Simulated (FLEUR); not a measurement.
Crystal: Li2Se.

```
Se Li
1.0
     0.00000    3.00250    3.00250
     3.00250    0.00000    3.00250
     3.00250    3.00250    0.00000
Se Li
1 2
Cartesian
  0.0000 0.0000 0.0000
  4.5038 4.5038 4.5038
  1.5012 1.5012 1.5012
```

Base run:

- Program: FLEUR MaX-R8.1 (later development tree)
- Functional: r2SCAN
- Potentials or basis: all-electron
- Basis: FLAPW
- Kmax: 4.1 1/bohr
- k mesh: 8 × 8 × 8
- Occupations: fermi-dirac, width 0.05 eV
- Spin: no spin polarisation

Its results: band gap on the k mesh 3.45 eV, indirect (least direct gap 4.02 eV).

Q: The run is repeated on the same cell with these changes: functional from r2SCAN to LDA. What comes out?

A: Band gap on the k mesh 2.82 eV, indirect (least direct gap 3.19 eV).

r2SCAN gives the wider gap, since meta-GGAs in the generalised Kohn-Sham scheme recover part of the derivative discontinuity.

Caveats: the meta-GGA is that of a development version, with a GGA for the radial functions and cores and without core tails (some runs).
